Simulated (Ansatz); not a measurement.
Runs of Ansatz 0.2.0 on CuO. It takes space group Cc (No. 9, monoclinic). The conventional cell has a = 4.689 Å, b = 3.427 Å, c = 5.132 Å, α = 90.00°, β = 99.65°, γ = 90.00°. Cu (site symmetry 1) is surrounded by 4 O at 1.91 to 2.02 Å. O (site symmetry 1) has 4 Cu at 1.91 to 2.02 Å as nearest neighbours. 

| task | level | potentials or basis | U | cell | k mesh | cutoff (eV) | points for each segment of the path | hubbard projectors | double counting | gap on the mesh (eV) | pressure (GPa) | relaxed volume (Å³/atom) | largest force (eV/Å) |
| --- | --- | --- | --- | --- | --- | --- | --- | --- | --- | --- | --- | --- | --- |
| relaxation of cell and atoms | r2SCAN+D3(BJ) | Ansatz PAW | - | relaxed | 10 × 10 × 5 | 500 | - | - | - | none | 0.0 | 10.60 | - |
| density of states | PBE | Ansatz PAW | - | as given | 10 × 10 × 5 | 420 | - | - | - | none | 5.7 | - | 0.76 |
| band structure | PBE | JTH PAW | - | as given | 10 × 10 × 5 | 1380 | 14 | - | - | none | 6.0 | - | (a) |
| single point | PBE | Ansatz PAW | - | as given | 10 × 10 × 5 | 500 | - | - | - | none | 5.7 | - | 0.76 |
| relaxation of cell and atoms | LDA+U | Ansatz PAW | Cu d U = 4.5 eV | relaxed | 10 × 10 × 5 | 420 | - | ortho-atomic (the default) | fll (the default) | none | 0.0 | 10.40 | - |
| phonons | PBEsol | Ansatz PAW | - | as given | 8 × 8 × 5 | 420 | - | - | - | none | - | - | - |

Alike in all rows: no spin polarisation; smearing fermi-dirac 0.05 eV.

Q: Estimate the missing entries.

A: (a) 0.77.

Caveats: the run has no spin polarisation, though such a crystal can be magnetic; semilocal functionals often make such compounds metallic where correlation or magnetic order opens a gap, which also shifts bond lengths (some runs); the PAW data sets come from PBE, with cores solved anew for the run's functional, which leaves a small shift of forces and pressure (some runs); the plane-wave basis is chosen anew once the cell has moved, so the energies of steps on either side of that aren't comparable (some runs); pairwise dispersion overbinds metals, which lowers pressure and volume (some runs); the dispersion damping was fitted for another functional or another form of the correction (some runs); U without spin polarisation on a metal has little footing (some runs).

A gap of «none» marks a metal or a gap under the smearing width.
